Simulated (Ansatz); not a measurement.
# Se, A15: geometry optimisation

Level of theory: DFT, RPBE, plane waves (420 eV) with PAW, scalar-relativistic (Ansatz 0.2.0). (PAW data from PBE, frozen cores regenerated.)

k-point mesh 5×5×5, Fermi-Dirac smearing 0.1 eV, no spin polarisation. Cell and atoms relax.

Starting structure:

```yaml
crystal:
  lattice:
    - [5.5877784105, 0.0, 0.0]
    - [0.0, 5.5877784105, 0.0]
    - [0.0, 0.0, 5.5877784105]
  atoms:
    - { symbol: Se, position: [0.0, 0.0, 0.0] }
    - { symbol: Se, position: [0.5, 0.5, 0.5] }
    - { symbol: Se, position: [0.25, 0.0, 0.5] }
    - { symbol: Se, position: [0.75, 0.0, 0.5] }
    - { symbol: Se, position: [0.5, 0.25, 0.0] }
    - { symbol: Se, position: [0.5, 0.75, 0.0] }
    - { symbol: Se, position: [0.0, 0.5, 0.25] }
    - { symbol: Se, position: [0.0, 0.5, 0.75] }
hamiltonian:
  xc: rpbe
  pseudopotentials:
    kind: paw
    azcp:
      Se: "pseudopotentials/Se.paw.azcp"
basis:
  ecutwfc: 420
  fft_grid_basis: typed
kpoints:
  mp_grid: { grid: [5, 5, 5], shift: [0, 0, 0] }
magnetization:
  spin_polarized: false
scf:
  occupations: { method: fermi_dirac, width: 0.1 }
relax:
  max_steps: 60
  f_tol: 0.01
  cell: {}
```

Task: What cell does the relaxation end in?

Result: Pm-3n with a = 5.560 Å; 21.48 Å³ per atom against 21.81 at the start (-1.5 %).

Task: How much energy does the relaxation gain?

Result: 0.9 meV per atom.
